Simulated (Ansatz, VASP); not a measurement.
## BAs: VASP beside Ansatz

```
B As
1.0
     0.00000    2.38850    2.38850
     2.38850    0.00000    2.38850
     2.38850    2.38850    0.00000
B As
1 1
Direct
  0.00000 0.00000 0.00000
  0.25000 0.25000 0.25000
```

Alike in both runs: task relaxation of cell and atoms; functional r2SCAN; k mesh 10 × 10 × 10; occupations gaussian, width 0.02 eV; no spin polarisation.

|  | VASP | Ansatz |
| --- | --- | --- |
| version | VASP 6.6.1 | Ansatz 0.2.0 |
| potentials or method | VASP PAW PBE potentials, release 64 (B, As) | scalar-relativistic, plane waves, PAW |
| plane-wave cutoff (eV) | 600 | 500 |
| valence electrons in the cell | 8 | 18 |

```tsv
	VASP	Ansatz	Ansatz less VASP
gap on the k mesh at the Fermi level, each at its own relaxed structure (eV)	1.38	1.37	-0.002
relaxed volume (Å³/atom)	13.71	13.68	-0.022
relaxed cell length with the largest relative difference (Å)	3.384	3.383	-0.0018
```

The two sets of potentials don't hold the same shells in valence.

Caveats: the PAW data sets were made with another functional, which shifts forces and pressure a little (VASP). Zero-point motion and thermal expansion aren't in these numbers. r2SCAN opens gaps a little over a GGA but as a rule still falls short of measured ones.
